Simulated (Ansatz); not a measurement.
A relaxation computed with Ansatz, from input to last step.

```yaml
crystal:
  lattice:
    - [-3.4362702628, 3.4362702628, 2.1374763015]
    - [3.4362702628, -3.4362702628, 2.1374763015]
    - [3.4362702628, 3.4362702628, -2.1374763015]
  atoms:
    - { symbol: Ta, position: [0.78282472, 0.60542174, 0.38824646] }
    - { symbol: Ta, position: [0.39457826, 0.78282472, 0.17740297] }
    - { symbol: Ta, position: [0.60542175, 0.21717528, 0.82259703] }
    - { symbol: Ta, position: [0.21717528, 0.39457825, 0.61175354] }
    - { symbol: "N", position: [0.5, 0.5, 0.0] }
    - { symbol: "N", position: [0.90846657, 0.30903948, 0.21750605] }
    - { symbol: "N", position: [0.69096052, 0.90846657, 0.59942709] }
    - { symbol: "N", position: [0.30903948, 0.09153343, 0.40057291] }
    - { symbol: "N", position: [0.09153343, 0.69096052, 0.78249395] }
basis:
  ecutwfc: 420
kpoints:
  mp_grid: { grid: [10, 10, 10] }
hamiltonian:
  xc: pbesol
scf:
  occupations: { method: gaussian, width: 0.1 }
output:
  forces: true
  stress: true
  eigenvalues: true
relax:
  adjacent_minimum: "off"
  f_tol: 0.01
  max_steps: 40
```

```bash
ansatz run input.yaml --threads 2 --pin off --max-ram 5120MiB --backend cpu --events-out ev --progress --plain --runs-dir out
```

Theory: DFT PBEsol, scalar-relativistic, plane waves, PAW (Ansatz 0.2.0).

Of 4 frames 4 are shown, positions in Å and forces in eV/Å; the SCF threshold varies from step to step.

```xyz
9
Lattice="-3.4363 3.4363 2.1375 3.4363 -3.4363 2.1375 3.4363 3.4363 -2.1375" Properties=species:S:1:pos:R:3:forces:R:3 pbc="T T T" step=1 free_energy_over_end_meV_per_atom=0.66
Ta    0.7245    1.9437    2.1375   -0.0324    0.1833    0.0000
Ta    1.9437   -0.7245    2.1375    0.1833    0.0324    0.0000
Ta    1.4925    4.1608    0.0000   -0.1833   -0.0324    0.0000
Ta    2.7118    1.4925    0.0000    0.0324   -0.1833    0.0000
N     0.0000    0.0000    2.1375    0.0000    0.0000    0.0000
N    -1.3124    2.8072    2.1375   -0.1044   -0.0848    0.0000
N     2.8072    1.3124    2.1375   -0.0848    0.1044    0.0000
N     0.6291    2.1239    0.0000    0.0848   -0.1044    0.0000
N     4.7487    0.6291    0.0000    0.1044    0.0848    0.0000
9
Lattice="-3.4363 3.4363 2.1375 3.4363 -3.4363 2.1375 3.4363 3.4363 -2.1375" Properties=species:S:1:pos:R:3:forces:R:3 pbc="T T T" step=2 free_energy_over_end_meV_per_atom=0.14
Ta    0.7176    1.9541    2.1375    0.0610   -0.0839    0.0000
Ta    1.9541   -0.7176    2.1375   -0.0839   -0.0610    0.0000
Ta    1.4821    4.1538    0.0000    0.0839    0.0610    0.0000
Ta    2.7187    1.4821    0.0000   -0.0610    0.0839    0.0000
N     0.0000    0.0000    2.1375    0.0000    0.0000    0.0000
N    -1.3262    2.7999    2.1375    0.0146    0.0435    0.0000
N     2.7999    1.3262    2.1375    0.0435   -0.0146    0.0000
N     0.6363    2.1101    0.0000   -0.0435    0.0146    0.0000
N     4.7625    0.6363    0.0000   -0.0146   -0.0435    0.0000
9
Lattice="-3.4363 3.4363 2.1375 3.4363 -3.4363 2.1375 3.4363 3.4363 -2.1375" Properties=species:S:1:pos:R:3:forces:R:3 pbc="T T T" step=3 free_energy_over_end_meV_per_atom=0.00
Ta    0.7204    1.9509    2.1375    0.0180   -0.0031    0.0000
Ta    1.9509   -0.7204    2.1375   -0.0031   -0.0180    0.0000
Ta    1.4853    4.1566    0.0000    0.0031    0.0180    0.0000
Ta    2.7159    1.4853    0.0000   -0.0180    0.0031    0.0000
N     0.0000    0.0000    2.1375    0.0000    0.0000    0.0000
N    -1.3228    2.8024    2.1375   -0.0097    0.0008    0.0000
N     2.8024    1.3228    2.1375    0.0008    0.0097    0.0000
N     0.6339    2.1134    0.0000   -0.0008   -0.0097    0.0000
N     4.7591    0.6339    0.0000    0.0097   -0.0008    0.0000
9
Lattice="-3.4363 3.4363 2.1375 3.4363 -3.4363 2.1375 3.4363 3.4363 -2.1375" Properties=species:S:1:pos:R:3:forces:R:3 pbc="T T T" step=4 free_energy_over_end_meV_per_atom=0.00
Ta    0.7213    1.9508    2.1375   -0.0035    0.0015    0.0000
Ta    1.9508   -0.7213    2.1375    0.0015    0.0035    0.0000
Ta    1.4855    4.1576    0.0000   -0.0015   -0.0035    0.0000
Ta    2.7149    1.4855    0.0000    0.0035   -0.0015    0.0000
N     0.0000    0.0000    2.1375    0.0000    0.0000    0.0000
N    -1.3236    2.8023    2.1375    0.0012    0.0039    0.0000
N     2.8023    1.3236    2.1375    0.0039   -0.0012    0.0000
N     0.6340    2.1127    0.0000   -0.0039    0.0012    0.0000
N     4.7599    0.6340    0.0000   -0.0012   -0.0039    0.0000
```

The run took 72 s on 2 threads of Arm Neoverse V2, on a shared host, peak memory 0.73 GiB.

Spin–orbit coupling is left out, which can shift energies with elements as heavy as these.